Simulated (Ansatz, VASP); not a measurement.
## CuO in VASP and in Ansatz

The input INCAR:

```
ALGO     = Normal         # electronic algorithm
EDIFF    = 1E-6           # SCF threshold, eV
ENCUT    = 520            # plane-wave cutoff, eV
GGA      = PE             # functional
ISIF     = 2              # what is computed and relaxed
ISMEAR   = -1             # smearing method
LASPH    = True           # aspherical terms in the spheres
LCHARG   = False          # write CHGCAR
LREAL    = False          # projectors in reciprocal space
LWAVE    = False          # write WAVECAR
NBANDS   = 16             # bands
NELM     = 80             # most SCF steps
PREC     = Accurate       # precision mode
SIGMA    = 0.05           # smearing width, eV
```

Contents of KPOINTS:

```
k-points
0
Gamma
  9 9 9
```

POSCAR

```
CuO
1.0
    2.5525506100      0.0000000000      0.0000000000
    0.0000000000      2.5525506100      0.0000000000
    0.0000000000      0.0000000000      2.5525506100
Cu O
1 1
Direct
    0.0000000000      0.0000000000      0.0000000000
    0.5000000000      0.5000000000      0.5000000000
```

File input.yaml:

```yaml
crystal:
  lattice:
    - [2.55255061, 0.0, 0.0]
    - [0.0, 2.55255061, 0.0]
    - [0.0, 0.0, 2.55255061]
  atoms:
    - { symbol: Cu, position: [0.0, 0.0, 0.0] }
    - { symbol: O, position: [0.5, 0.5, 0.5] }
hamiltonian:
  xc: pbe
  pseudopotentials: { kind: paw }
kpoints:
  mp_grid: { grid: [9, 9, 9] }
  band_path:
    path:
      - [[0.0, 0.0, 0.0], [0.0, 0.5, 0.0], [0.5, 0.5, 0.0], [0.0, 0.0, 0.0], [0.5, 0.5, 0.5], [0.0, 0.5, 0.0]]
      - [[0.5, 0.5, 0.0], [0.5, 0.5, 0.5]]
    npoints: 14
scf:
  occupations: { method: fermi_dirac, width: 0.05 }
  n_extra_bands: 6
output:
  forces: true
  stress: true
  eigenvalues: true
  fatbands: false
  write_density: true
  write_potential: true
  elf: true
  volumetric_format: npy
```

Measurements of this composition are mostly on another form, of space group No. 15.

Alike in both runs: functional PBE; k mesh 9 × 9 × 9; occupations fermi-dirac, width 0.05 eV; no spin polarisation.

|  | VASP | Ansatz |
| --- | --- | --- |
| version | VASP 6.6.1 | Ansatz 0.2.0 |
| potentials or method | VASP PAW PBE potentials, release 64 (Cu, O) | Ansatz PAW |
| plane-wave cutoff (eV) | 520 | 420 |
| valence electrons in the cell | 17 | 25 |
| task | single point | band structure |

VASP gave:

```
gap on the k mesh at the Fermi level (eV) : none
pressure (GPa)                            : 21.1
```

**Question.** What did Ansatz give for the same quantities?

**Answer.** gap on the k mesh at the Fermi level (eV): none; pressure (GPa): 20.9.

A gap of «none» marks a metal or a gap that the smearing closes. The two sets of potentials don't hold the same shells in valence.

Caveats: an odd number of electrons without spin polarisation forces a metal; a magnetic or distorted state may lie lower; the run has no spin polarisation, though such a crystal can be magnetic; semilocal functionals often make such compounds metallic where correlation or magnetic order opens a gap, which also shifts bond lengths; so large a pressure means that the cell lies far from this level's equilibrium, or that cutoff or potentials fall short (VASP); the pressure holds a Pulay correction of +0.9 GPa for the finite cutoff (Ansatz).
